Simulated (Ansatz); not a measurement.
# ZnO: the gap under strain, fitted and tested

Plane-wave DFT in Ansatz, PBE, scalar-relativistic PAW potentials, cutoff 420 eV, no spin-orbit coupling; no spin polarisation. ZnO in space group P6_3mc. Uniaxial strain along c; a, b and atoms relaxed (conventional cell); Kohn–Sham gaps sought over the whole zone.

| strain (%) | space group | gap (eV) |
| --- | --- | --- |
| -6.0 | P6_3mc | 0.849 |
| -4.0 | P6_3mc | ? |
| -2.0 | P6_3mc | 0.785 |
| +0.0 | P6_3mc | 0.744 |
| +2.0 | P6_3mc | 0.694 |
| +4.0 | P6_3mc | 0.633 |
| +6.0 | P6_3mc | 0.560 |

Q: Fit the given gaps and predict the missing one.

A: Next to zero the slopes are -21 meV per % on the compressed side and -25 on the stretched side. No break shows at zero, so all given rows go into a parabola: E_g = 0.744 -0.0239 ε -0.00110 ε² eV (ε in %; scatter 2 meV). At -4.0 % this gives 0.822 eV; the run gave 0.819 eV, 3 meV away. The fit holds.

Cost: about 14 core-minutes for the runs cited, on Arm Neoverse V1 (shared hosts).